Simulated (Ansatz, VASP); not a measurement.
# BaZrO3 in two plane-wave programs, part 2 of 3

Aim: how closely do two programs agree when they are given the same cell, functional and k mesh? The cell is taken from a series of VASP runs on this material, whose earlier steps may have relaxed, scaled or displaced it; both programs get it as it stands.

VASP 6.6.1 and Ansatz 0.2.0.

So far: The structure; VASP: zone-centre phonons, LDA.

**2. VASP: zone-centre phonons, LDA (continued)**

Level of this step: LDA; plane waves and PAW (Ba_sv, Zr_sv, O) (VASP).

Numbers of over 12 decimals in the logs are rounded to 6 here.

OUTCAR, selected parts (step 2):

```text
ion  position               nearest neighbor table
   1  0.000  0.000  0.000-   3 2.94   4 2.94   5 2.94   4 2.94   5 2.94   3 2.94   5 2.94   5 2.94
                             3 2.94   4 2.94   4 2.94   3 2.94   2 3.60   2 3.60   2 3.60   2 3.60
   2  0.500  0.500  0.500-   3 2.08   4 2.08   5 2.08   3 2.08   4 2.08   5 2.08   1 3.60   1 3.60
                             1 3.60   1 3.60   1 3.60   1 3.60   1 3.60   1 3.60
   3  0.500  0.500  0.000-   2 2.08   2 2.08   1 2.94   1 2.94   1 2.94   1 2.94
   4  0.500  0.000  0.500-   2 2.08   2 2.08   1 2.94   1 2.94   1 2.94   1 2.94
   5  0.000  0.500  0.500-   2 2.08   2 2.08   1 2.94   1 2.94   1 2.94   1 2.94

  LATTYP: Found a simple cubic cell.
 ALAT       =     4.1586942769

 Subroutine GETGRP returns: Found 48 space group operations
 (whereof 48 operations were pure point group operations)

The static configuration has the point symmetry O_h .

 Found     35 irreducible k-points:

   k-points           NKPTS =     35   k-points in BZ     NKDIM =     35   number of bands    NBANDS=     26

   dimension x,y,z NGX =    32 NGY =   32 NGZ =   32
   dimension x,y,z NGXF=    64 NGYF=   64 NGZF=   64

   ENCUT  =  560.0 eV  41.16 Ry    6.42 a.u.   8.02  8.02  8.02*2*pi/ulx,y,z

   NELECT =      40.0000    total number of electrons

 k-points in reciprocal lattice and weights: Automatic mesh
   0.00000000  0.00000000  0.00000000       0.002
   0.12500000  0.00000000  0.00000000       0.012
   0.25000000  0.00000000  0.00000000       0.012
   0.37500000  0.00000000  0.00000000       0.012
   0.50000000  0.00000000  0.00000000       0.006
   0.12500000  0.12500000  0.00000000       0.023
   0.25000000  0.12500000  0.00000000       0.047
   0.37500000  0.12500000  0.00000000       0.047
   0.50000000  0.12500000  0.00000000       0.023
[...]
0.50000000  0.50000000  0.37500000       0.012
   0.50000000  0.50000000  0.50000000       0.002

 average (electrostatic) potential at core
       1 -32.6666       2 -77.6664       3 -70.3484       4 -70.3484       5 -70.3484

  Total       -0.0011241     -0.0011241     -0.0011241     -0.0000000      0.0000000      0.0000000
[...]
2     0.00000    -4.79943    -0.00000
    3    -0.00000     0.00000    -2.02163
 ion    5
    1    -4.79943    -0.00000    -0.00000
    2     0.00000    -2.02163    -0.00000
    3    -0.00000     0.00000    -2.02163

 Eigenvectors and eigenvalues of the dynamical matrix
 ----------------------------------------------------

   1 f  =   15.681183 THz    98.527777 2PiTHz  523.067952 cm-1    64.852131 meV
             X         Y         Z           dx          dy          dz
      0.000000  0.000000  0.000000    -0.000000    0.000000   -0.023929
      2.079347  2.079347  2.079347    -0.000000    0.000000   -0.158624
      2.079347  2.079347  0.000000    -0.000000    0.000000    0.927281
      2.079347  0.000000  2.079347    -0.000000   -0.000000   -0.239181
      0.000000  2.079347  2.079347     0.000000    0.000000   -0.239181

   2 f  =   15.681183 THz    98.527777 2PiTHz  523.067952 cm-1    64.852131 meV
             X         Y         Z           dx          dy          dz
      0.000000  0.000000  0.000000     0.004177   -0.023562    0.000000
      2.079347  2.079347  2.079347     0.027690   -0.156189    0.000000
      2.079347  2.079347  0.000000     0.041752   -0.235508    0.000000
      2.079347  0.000000  2.079347     0.041752    0.913044   -0.000000
      0.000000  2.079347  2.079347    -0.161868   -0.235508   -0.000000

   3 f  =   15.681183 THz    98.527777 2PiTHz  523.067952 cm-1    64.852131 meV
             X         Y         Z           dx          dy          dz
      0.000000  0.000000  0.000000    -0.023562   -0.004177    0.000000
      2.079347  2.079347  2.079347    -0.156189   -0.027690   -0.000000
      2.079347  2.079347  0.000000    -0.235508   -0.041752   -0.000000
      2.079347  0.000000  2.079347    -0.235508    0.161868   -0.000000
      0.000000  2.079347  2.079347     0.913044   -0.041752    0.000000

   4 f  =    5.900597 THz    37.074544 2PiTHz  196.822726 cm-1    24.402897 meV
             X         Y         Z           dx          dy          dz
      0.000000  0.000000  0.000000    -0.239823   -0.106212   -0.020819
      2.079347  2.079347  2.079347     0.668806    0.296200    0.058059
      2.079347  2.079347  0.000000    -0.397843   -0.176196   -0.008422
      2.079347  0.000000  2.079347    -0.397843   -0.042967   -0.034537
      0.000000  2.079347  2.079347    -0.097018   -0.176196   -0.034537

   5 f  =    5.900597 THz    37.074544 2PiTHz  196.822726 cm-1    24.402897 meV
             X         Y         Z           dx          dy          dz
      0.000000  0.000000  0.000000    -0.106260    0.240674   -0.003793
      2.079347  2.079347  2.079347     0.296332   -0.671179    0.010577
      2.079347  2.079347  0.000000    -0.176275    0.399255   -0.001534
      2.079347  0.000000  2.079347    -0.176275    0.097362   -0.006292
      0.000000  2.079347  2.079347    -0.042986    0.399255   -0.006292

   6 f  =    5.900597 THz    37.074544 2PiTHz  196.822726 cm-1    24.402897 meV
             X         Y         Z           dx          dy          dz
      0.000000  0.000000  0.000000     0.020574    0.004951   -0.262262
      2.079347  2.079347  2.079347    -0.057377   -0.013806    0.731385
      2.079347  2.079347  0.000000     0.034131    0.008213   -0.106096
      2.079347  0.000000  2.079347     0.034131    0.002003   -0.435069
      0.000000  2.079347  2.079347     0.008323    0.008213   -0.435069

   7 f  =    5.353557 THz    33.637388 2PiTHz  178.575423 cm-1    22.140521 meV
             X         Y         Z           dx          dy          dz
      0.000000  0.000000  0.000000    -0.000000    0.000000    0.000000
      2.079347  2.079347  2.079347     0.000000   -0.000000   -0.000000
      2.079347  2.079347  0.000000    -0.188346    0.680976    0.000000
      2.079347  0.000000  2.079347     0.188346   -0.000000    0.028248
      0.000000  2.079347  2.079347    -0.000000   -0.680976   -0.028248

   8 f  =    5.353557 THz    33.637388 2PiTHz  178.575423 cm-1    22.140521 meV
             X         Y         Z           dx          dy          dz
      0.000000  0.000000  0.000000    -0.000000   -0.000000    0.000000
      2.079347  2.079347  2.079347     0.000000    0.000000   -0.000000
      2.079347  2.079347  0.000000     0.678267    0.190153    0.000000
      2.079347  0.000000  2.079347    -0.678267   -0.000000   -0.061605
      0.000000  2.079347  2.079347     0.000000   -0.190153    0.061605

   9 f  =    5.353557 THz    33.637388 2PiTHz  178.575423 cm-1    22.140521 meV
             X         Y         Z           dx          dy          dz
      0.000000  0.000000  0.000000     0.000000   -0.000000   -0.000000
      2.079347  2.079347  2.079347    -0.000000    0.000000    0.000000
      2.079347  2.079347  0.000000    -0.066925    0.010686   -0.000000
      2.079347  0.000000  2.079347     0.066925    0.000000   -0.703851
      0.000000  2.079347  2.079347    -0.000000   -0.010686    0.703851

  10 f  =    3.167833 THz    19.904081 2PiTHz  105.667529 cm-1    13.101098 meV
             X         Y         Z           dx          dy          dz
      0.000000  0.000000  0.000000     0.006614   -0.004067   -0.659565
      2.079347  2.079347  2.079347    -0.003269    0.002010    0.325983
      2.079347  2.079347  0.000000    -0.004416    0.002715    0.265920
      2.079347  0.000000  2.079347    -0.004416    0.001640    0.440373
      0.000000  2.079347  2.079347    -0.002667    0.002715    0.440373

  11 f  =    3.167833 THz    19.904081 2PiTHz  105.667529 cm-1    13.101098 meV
             X         Y         Z           dx          dy          dz
      0.000000  0.000000  0.000000     0.272961    0.600482   -0.000965
      2.079347  2.079347  2.079347    -0.134908   -0.296781    0.000477
      2.079347  2.079347  0.000000    -0.182248   -0.400924    0.000389
      2.079347  0.000000  2.079347    -0.182248   -0.242099    0.000644
      0.000000  2.079347  2.079347    -0.110051   -0.400924    0.000644

  12 f  =    3.167833 THz    19.904081 2PiTHz  105.667529 cm-1    13.101098 meV
             X         Y         Z           dx          dy          dz
      0.000000  0.000000  0.000000     0.600446   -0.272932    0.007704
      2.079347  2.079347  2.079347    -0.296764    0.134894   -0.003808
      2.079347  2.079347  0.000000    -0.400901    0.182229   -0.003106
      2.079347  0.000000  2.079347    -0.400901    0.110040   -0.005144
      0.000000  2.079347  2.079347    -0.242085    0.182229   -0.005144

  13 f/i=    0.006111 THz     0.038397 2PiTHz    0.203846 cm-1     0.025274 meV
             X         Y         Z           dx          dy          dz
      0.000000  0.000000  0.000000    -0.008246   -0.038736    0.702526
      2.079347  2.079347  2.079347    -0.006734   -0.031631    0.573678
      2.079347  2.079347  0.000000    -0.002830   -0.013294    0.240649
      2.079347  0.000000  2.079347    -0.002830   -0.013269    0.241113
      0.000000  2.079347  2.079347    -0.002825   -0.013294    0.241113

  14 f/i=    0.006111 THz     0.038397 2PiTHz    0.203846 cm-1     0.025274 meV
             X         Y         Z           dx          dy          dz
      0.000000  0.000000  0.000000     0.688159   -0.146795   -0.000017
      2.079347  2.079347  2.079347     0.561946   -0.119872   -0.000014
      2.079347  2.079347  0.000000     0.236182   -0.050381   -0.000006
      2.079347  0.000000  2.079347     0.236182   -0.050284   -0.000006
      0.000000  2.079347  2.079347     0.235728   -0.050381   -0.000006

  15 f/i=    0.006111 THz     0.038397 2PiTHz    0.203846 cm-1     0.025274 meV
             X         Y         Z           dx          dy          dz
      0.000000  0.000000  0.000000     0.146563    0.687068    0.039604
      2.079347  2.079347  2.079347     0.119683    0.561055    0.032340
      2.079347  2.079347  0.000000     0.050302    0.235808    0.013566
      2.079347  0.000000  2.079347     0.050302    0.235354    0.013592
      0.000000  2.079347  2.079347     0.050205    0.235808    0.013592

 MACROSCOPIC STATIC DIELECTRIC TENSOR IONIC CONTRIBUTION
 ------------------------------------------------------
          49.922697     0.000000    -0.000000
           0.000000    49.922697    -0.000000
          -0.000000    -0.000000    49.922697
 ------------------------------------------------------

 ELASTIC MODULI CONTR FROM IONIC RELAXATION (kBar)
 Direction    XX          YY          ZZ          XY          YZ          ZX
 --------------------------------------------------------------------------------
 XX           0.0000      0.0000      0.0000      0.0000      0.0000      0.0000
 YY           0.0000      0.0000      0.0000      0.0000      0.0000      0.0000
 ZZ           0.0000      0.0000      0.0000      0.0000      0.0000      0.0000
 XY           0.0000      0.0000      0.0000      0.0000      0.0000      0.0000
 YZ           0.0000      0.0000      0.0000      0.0000      0.0000      0.0000
 ZX           0.0000      0.0000      0.0000      0.0000      0.0000      0.0000
 --------------------------------------------------------------------------------

 PIEZOELECTRIC TENSOR IONIC CONTR  for field in x, y, z        (C/m^2)
          XX          YY          ZZ          XY          YZ          ZX
  --------------------------------------------------------------------------------
  x     0.00000     0.00000     0.00000     0.00000     0.00000     0.00000
  y     0.00000     0.00000     0.00000     0.00000     0.00000     0.00000
  z     0.00000     0.00000     0.00000     0.00000     0.00000     0.00000
```

**3. Ansatz: zone-centre phonons, LDA**

Ansatz runs on its default PAW (the set named soft_2) files.

The same cell, functional (in two slightly different forms) and mesh now go to Ansatz, which takes its cutoff from its data sets.

input.yaml

```yaml
crystal:
  lattice:
    - [4.1586942769, 0.0, 0.0]
    - [0.0, 4.1586942769, 0.0]
    - [0.0, 0.0, 4.1586942769]
  atoms:
    - { symbol: Ba, position: [0.0, 0.0, 0.0] }
    - { symbol: Zr, position: [0.5, 0.5, 0.5] }
    - { symbol: O, position: [0.5, 0.5, 0.0] }
    - { symbol: O, position: [0.5, 0.0, 0.5] }
    - { symbol: O, position: [0.0, 0.5, 0.5] }
hamiltonian:
  xc: lda
  pseudopotentials: { kind: paw }
kpoints:
  mp_grid: { grid: [8, 8, 8] }
scf:
  occupations: { method: fixed }
phonons:
  method: dfpt
  qpoints: [[0, 0, 0]]
  dielectric: true
  rigid_motions: translations
```

Launch:

```bash
ansatz run input.yaml --threads 4 --pin off --max-ram 9216MiB --backend cpu --events-out ev --progress --plain --runs-dir out
```

The program printed:

```text
Engine: ansatz 0.2.0, aarch64-unknown-linux-gnu
Pseudopotentials: kind: paw
Pseudopotential: Ba, paw, valence charge 10, recommended cutoff 420 eV (normal), Ba.paw.azcp
Pseudopotential: Zr, paw, valence charge 12, recommended cutoff 420 eV (normal), Zr.paw.azcp
Pseudopotential: O, paw, valence charge 6, recommended cutoff 420 eV (normal), O.paw.azcp
Functional definition: SPW92
  exchange = slater_x
  correlation = pw_c
Crystal: 5 atoms, lattice volume = 71.924 Å³
Basis set: ecut = 420 eV, 1365 PW (Γ), exchange–correlation on 60×60×60 points (8 copies of the dense FFT grid, shifted against one another)
Bands: 25, of which v1, the nominal top of the filled ones, is band 20 counted from 1 (19 counted from 0)
Symmetry: 48 space group operations
k-points: 170 of 512 (irreducible under 2 space group operations, time reversal used)
Non-local potential: Ba, projectors of the file, l = 0: 3, l = 1: 2, l = 2: 2, l = 3: 2
Non-local potential: Zr, projectors of the file, l = 0: 3, l = 1: 2, l = 2: 2, l = 3: 2
Non-local potential: O, projectors of the file, l = 0: 2, l = 1: 2, l = 2: 1
PAW form: soft (Blöchl's): semilocal exchange-correlation on the pseudo side does not see the compensation charge
PAW frozen core: Ba, regenerated for the run's functional, and the local potential with it (the file was generated under x = pbe(κ = 0.804, μ = 0.219515), c = pbe(β = 0.066725))
PAW frozen core: Zr, regenerated for the run's functional, and the local potential with it (the file was generated under x = pbe(κ = 0.804, μ = 0.219515), c = pbe(β = 0.066725))
PAW frozen core: O, regenerated for the run's functional, and the local potential with it (the file was generated under x = pbe(κ = 0.804, μ = 0.219515), c = pbe(β = 0.066725))
PAW one-centre angular grid: Ba, 194 points (default); XC on 64 Gauss nodes
PAW one-centre angular grid: Zr, 590 points (default); XC on 64 Gauss nodes
PAW one-centre angular grid: O, 110 points (default); XC on 64 Gauss nodes
Initial density: superposition of atomic densities (neutral atoms: chi_scale 0, normalization atom), corrected by the library's trained network
Initial wavefunctions: pseudopotential atomic-orbital guess
Functional: x = slater, c = lda
SCF iter   1: F=—  HF=-11532.433634 eV  |F-HF|=—  |Δ(HF+E_count)|=         —  Δρ=1.66e-2  dr2=1.85e-1  ethr=1.77e-3  ⟨swp⟩=4.6  Hψ=18397  notcnv=0  defer=343
preconditioner: auto → Resta (q_TF=auto, 2.474 Å⁻¹)  ε∞=3.8  [insulator: Δε(μ)=2.917 eV  Ē_g=16.009 eV  n_scr=18 (ndim 8)  ℏωp=27.0 eV  f_vac=0.000  ε∞_Penn≈3.8]
SCF iter   2: F=—  HF=-11532.392839 eV  |F-HF|=—  |Δ(HF+E_count)|=   4.08e-2  Δρ=6.09e-3  dr2=1.30e-2  ethr=4.63e-4  ⟨swp⟩=2.1  Hψ=7885  notcnv=0  defer=440
SCF iter   3: F=—  HF=-11532.389485 eV  |F-HF|=—  |Δ(HF+E_count)|=   3.35e-3  Δρ=2.08e-3  dr2=1.55e-3  ethr=3.24e-5  ⟨swp⟩=2.3  Hψ=7012  notcnv=0  defer=493
SCF iter   4: F=—  HF=-11532.389066 eV  |F-HF|=—  |Δ(HF+E_count)|=   4.18e-4  Δρ=2.06e-4  dr2=1.90e-5  ethr=3.87e-6  ⟨swp⟩=2.3  Hψ=7238  notcnv=0  defer=480
SCF iter   5: F=—  HF=-11532.389065 eV  |F-HF|=—  |Δ(HF+E_count)|=   1.38e-6  Δρ=2.52e-5  dr2=4.53e-7  ethr=4.75e-8  ⟨swp⟩=1.3  Hψ=4645  notcnv=0  defer=253
SCF iter   6: F=—  HF=-11532.389066 eV  |F-HF|=—  |Δ(HF+E_count)|=   1.16e-6  Δρ=5.21e-6  dr2=1.86e-8  ethr=1.13e-9  ⟨swp⟩=2.1  Hψ=7187  notcnv=0  defer=181
SCF iter   7: F=—  HF=-11532.389066 eV  |F-HF|=—  |Δ(HF+E_count)|=   7.65e-9  Δρ=9.81e-7  dr2=6.12e-10  ethr=4.64e-11  ⟨swp⟩=2.5  Hψ=6896  notcnv=0  defer=181
SCF iter   8: F=-11532.389066 eV  HF=-11532.389066 eV  |F-HF|=1.82e-12  |Δ(HF+E_count)|=  1.51e-10  Δρ=1.37e-7  dr2=1.04e-11  ethr=1.00e-12  ⟨swp⟩=12.7  Hψ=31867  notcnv=0
SCF 1 converged in 8 iterations: F = -11532.389066 eV  dr2 = 1.04e-11
  greatest PAW one-centre occupation: 0.997 electrons in one spin orbital (limit 2), on the Zr atom at site 1 (counted from 0), in its partial waves of l = 0
DFPT response loops at Γ: preconditioner auto → none (the input reference at scf.mixing.eps_inf says where Resta's filter doesn't serve); β = 0.50; Broyden in place of MSR1
SCF converged after 8 iterations
Free energy (F): -11532.389066 eV
Harris-Foulkes:  -11532.389066 eV  (|F-HF|=1.82e-12)
Internal energy: -11532.389066 eV  (E = F + TS)
E sigma→0 (E₀):  -11532.389066 eV
Fermi energy:    9.757537 eV
--- Per-component energies (eV) ---
  E_band       = -89.184968
  E_kinetic    = 1032.002607
  E_local      = -1918.683288  (includes V_loc(G=0)·N_el)
  E_nonlocal   = 289.087317
  E_hartree    = 675.716281
  E_xc         = -549.749760
  E_vxc        = -612.470697  (∫ρ·V_xc dr)
  E_paw        = -8346.790435  (= ΣΔE_a)
  E_vpaw       = -230.561101  (= ΣTr[D̂ρ^β])
  E_aug_tail   = 0.007654  (compensation charges beyond the density's cutoff)
  E_ewald      = -2714.923122
  E_core_change = 0.943681  (= ΣΔE_core)
  E_smearing   = -0.000000  (= −TS)
  E_closure    = 0.000000  (closes the sum)
  Σ components = -11532.389066   (vs F -11532.389066, Δ=0.00e0)
--- Band table (eV; the first three rows and the last of 170) ---
  k-point 0: bands = [... 16 lower, 8.7055, 9.5952, 9.5952, 9.5952, 12.9379, 12.9379, 12.9379, 14.4131, ... 1 higher]
  k-point 1: bands = [... 16 lower, 8.5868, 9.1573, 9.5403, 9.5403, 12.9874, 13.3133, 13.3133, 14.6703, ... 1 higher]
  k-point 2: bands = [... 16 lower, 8.3285, 8.4762, 9.4495, 9.4495, 13.1159, 14.1949, 14.1949, 15.2992, ... 1 higher]
  k-point 169: bands = [... 16 lower, 7.2397, 9.7575, 9.7575, 9.7575, 15.8657, 15.8657, 15.8657, 16.9287, ... 1 higher]
--- Phonons (Γ-DFPT): 4 representative perturbations + reference, on 170 of 512 k-points (Σ response iterations 12) ---
  k mesh reduced under 2 symmetry operations, with k and −k counted as one. Each operation leaves every solved perturbation unchanged. A smaller set is not considered because the run solves the response to a homogeneous field
  ASR residual: 7.737e-5 → 0.000e0 eV/Å²; symmetrization residual: 3.049e-6 eV/Å²
  ASR residual per site (eV/Å²): 4.92e-6 7.74e-5 3.80e-5 3.80e-5 3.80e-5
  Γ frequencies (cm⁻¹): 0.00 0.00 0.00 87.64 87.64 87.64 170.13 170.13 170.13 193.36 193.36 193.36 515.97 515.97 515.97
  ε∞ (high-frequency dielectric tensor):
        4.910499    -0.000000     0.000000
        0.000000     4.910499     0.000000
        0.000000     0.000000     4.910499
  ε⁰ (static dielectric tensor: ions relaxed, cell fixed):
       75.001429     0.000000     0.000000
        0.000000    75.001429    -0.000000
        0.000000    -0.000000    75.001429
  ε⁰ − ε∞ (ionic part):
       70.090930     0.000000     0.000000
        0.000000    70.090930    -0.000000
        0.000000    -0.000000    70.090930
  softest optical mode at Γ: 87.64 cm⁻¹; the repairs (sum rule, projections) moved no ω² at Γ by more than (1.19 cm⁻¹)²
  Born effective charges Z* (e; rows j = field, columns β = displacement):
    site 0:
         2.74474    0.00000    0.00000
         0.00000    2.74474    0.00000
         0.00000    0.00000    2.74474
    site 1:
         6.09642    0.00000    0.00000
        -0.00000    6.09642    0.00000
         0.00000    0.00000    6.09642
    site 2:
        -2.02657    0.00000    0.00000
         0.00000   -2.02657    0.00000
         0.00000    0.00000   -4.78802
    site 3:
        -2.02657    0.00000    0.00000
         0.00000   -4.78802    0.00000
         0.00000    0.00000   -2.02657
    site 4:
        -4.78802    0.00000    0.00000
        -0.00000   -2.02657    0.00000
         0.00000    0.00000   -2.02657
  Z* charge neutrality: 1.455e-5 e pre-enforcement
  k-mesh period / interband length: 33.3 Å / 1.56 Å = 21.34 at k = (0.0000, 0.0000, 0.0000), direct gap 3.343 eV — 14 or more, which is no proof of convergence
  optical modes at Γ without the LO–TO term, one row a degenerate level:
      ω (cm⁻¹)  modes    IR ((D/Å)²/amu)
[...]
optical modes at Γ + LO–TO along q̂ = [1.0000, 0.0000, 0.0000]:
      ω (cm⁻¹)  modes    IR ((D/Å)²/amu)
[...]
optical modes at Γ + LO–TO along q̂ = [0.0000, 1.0000, 0.0000]:
      ω (cm⁻¹)  modes    IR ((D/Å)²/amu)
[...]
704.93      1            49.1421
  optical modes at Γ + LO–TO along q̂ = [0.0000, 0.0000, 1.0000]:
      ω (cm⁻¹)  modes    IR ((D/Å)²/amu)
         87.64      2            26.5231
        133.34      1             0.1486
        170.13      3             0.0000
        193.36      2            41.6046
        363.55      1             6.2776
        515.97      2            43.0090
        704.93      1            49.1421
--- Phonons (arbitrary-q DFPT): 1 explicit q-point ---
  q = [0, 0, 0] (of the zone-centre solve; hermiticity 4.41e-7, symmetrization 9.06e-8): -0.00 -0.00 0.00 87.64 87.64 87.64 170.13 170.13 170.13 193.36 193.36 193.36 515.97 515.97 515.97
  sum rule: each row above includes the acoustic sum rule's correction from the zone centre's row sums; it moved no ω² by more than (0.80 cm⁻¹)²
```

It took 48 s on 4 threads of Arm Neoverse V2, shared host; peak memory 1.6 GiB.

The column dr2 measures how far the density is from self-consistency, as an energy; F and HF (Harris–Foulkes) agree once it is small.

(Continued in part 3 of 3.)

[Lines on the potential files, build, host, timing and source positions are cut from VASP's logs without a mark.]

[Logs are printed without paths, hosts, clocks, repeated set-up lines and the standing remarks that a program may print on its own settings, such as how far it seeks lower states.]

[Hosts, paths, dates, database ids (printed as entryN), source tags and the programs' standing remarks are cut or masked in the printed files.]
